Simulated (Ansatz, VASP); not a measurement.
CaSe: VASP beside Ansatz

The input POSCAR:

```
CaSe
1.0
    0.0000000000      3.1975723331      3.4099357151
    3.1975723331      0.0000000000      3.4099357151
    3.1975723331      3.1975723331      0.0000000000
Ca Se
1 1
Direct
    0.0000000000      0.0000000000      0.0000000000
    0.2500000000      0.2500000000      0.2500000000
```

File INCAR.step1:

```
ALGO     = Normal         # electronic algorithm
EDIFF    = 1E-4           # SCF threshold, eV
ENCUT    = 520            # plane-wave cutoff, eV
GGA      = PE             # functional
ISMEAR   = 0              # smearing method
LASPH    = True           # aspherical terms in the spheres
LCHARG   = False          # write CHGCAR
LREAL    = False          # projectors in reciprocal space
LWAVE    = True           # write WAVECAR
NBANDS   = 15             # bands
NELM     = 100            # most SCF steps
PREC     = Accurate       # precision mode
SIGMA    = 0.01           # smearing width, eV
```

Contents of INCAR.step2:

```
ALGO     = Normal         # electronic algorithm
EDIFF    = 1E-7           # SCF threshold, eV
ENCUT    = 520            # plane-wave cutoff, eV
ISIF     = 2              # what is computed and relaxed
ISMEAR   = 0              # smearing method
ISTART   = 1            
LASPH    = True           # aspherical terms in the spheres
LCHARG   = False          # write CHGCAR
LMIXTAU  = True         
LREAL    = False          # projectors in reciprocal space
LWAVE    = False          # write WAVECAR
METAGGA  = R2SCAN         # meta-GGA
NBANDS   = 15             # bands
NELM     = 100            # most SCF steps
PREC     = Accurate       # precision mode
SIGMA    = 0.01           # smearing width, eV
```

Contents of KPOINTS:

```
k-points
0
Gamma
  6 6 6
```

Input for Ansatz:

```yaml
crystal:
  lattice:
    - [0.0, 3.1975723331, 3.4099357151]
    - [3.1975723331, 0.0, 3.4099357151]
    - [3.1975723331, 3.1975723331, 0.0]
  atoms:
    - { symbol: Ca, position: [0.0, 0.0, 0.0] }
    - { symbol: Se, position: [0.25, 0.25, 0.25] }
kpoints:
  mp_grid: { grid: [6, 6, 6] }
  band_path:
    path:
      - [0.0, 0.0, 0.0]
      - [-0.5, -0.5, 0.0]
      - [-0.375, -0.375, 0.25]
      - [-0.375, 0.0, 0.375]
      - [0.0, 0.0, 0.5]
      - [-0.5, -0.25, 0.25]
      - [-0.2625, 0.0, 0.2625]
    npoints: 1
hamiltonian:
  xc: r2scan
scf:
  occupations: { method: fixed }
  n_extra_bands: 4
output:
  forces: true
  stress: true
  eigenvalues: true
```

Change from the starting cell: epitaxial_xy strain -2.5%.

Alike in both runs: task single point; functional r2SCAN; k mesh 6 × 6 × 6; no spin polarisation.

|  | VASP | Ansatz |
| --- | --- | --- |
| version | VASP 6.6.1 | Ansatz 0.2.0 |
| potentials or method | VASP PAW PBE potentials, release 64 (Ca_sv, Se) | plane waves, PAW |
| plane-wave cutoff (eV) | 520 | 500 |
| occupations | gaussian, width 0.01 eV | fixed |
| valence electrons in the cell | 16 | 26 |

Ansatz gave:

| Quantity | Value |
| --- | --- |
| gap on the k mesh at the Fermi level (eV) | 3.62 |
| pressure (GPa) | 0.3 |
| largest component of the traceless stress (GPa) | 0.32 |

**Question.** What did VASP give for the same quantities?

**Answer.** gap on the k mesh at the Fermi level (eV): 3.60; pressure (GPa): 0.5; largest component of the traceless stress (GPa): 0.30.

The two sets of potentials don't hold the same shells in valence.

Caveats: the PAW data sets were made with another functional, which shifts forces and pressure a little (VASP). A k mesh can miss the band edges.
